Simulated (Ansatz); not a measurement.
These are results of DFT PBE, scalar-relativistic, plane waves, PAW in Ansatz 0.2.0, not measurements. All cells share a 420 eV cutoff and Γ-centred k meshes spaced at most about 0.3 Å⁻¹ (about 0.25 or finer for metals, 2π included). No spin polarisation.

Temperature and zero-point effects are left out. Both are relaxed sheets, periodic along a and b.

Two forms of B were relaxed alike.

1. Layer group p4/mmm (No. 61), a = 1.755 Å, b = 1.755 Å, γ = 90.0°, thickness 4.56 Å between the outermost nuclei. B at height 0.00 Å has 4 B at 1.75 Å.

2. Layer group p6/mmm (No. 80), a = 2.917 Å, b = 2.917 Å, γ = 120.0°, thickness 0.00 Å between the outermost nuclei. B at height 0.00 Å has 3 B at 1.68 Å.

Question: Which is lower in energy, and by how much?

Answer: Cell 2 is lower, by 0.36 eV/atom. Cell 1 has layer group p4/mmm (No. 61), 1.5 Å²/atom and no gap on its mesh; cell 2 has layer group p6/mmm (No. 80), 3.7 Å²/atom and no gap. Counting all near atoms (those within 1.25 times the shortest such distance or 1.15 times the sum of covalent radii, 1.27 where that leaves under three), cell 1 has B 4 and cell 2 has B 3. Both come from invented guesses. The lowest form computed isn't among them: it has layer group p6/mmm (No. 80), 2.5 Å²/atom and lies 0.57 eV/atom below the best shown.

Cells relaxed within their symmetry can be saddle points. Some structure types and database cells were kept out of the candidates from the start, so a known form may be missing.
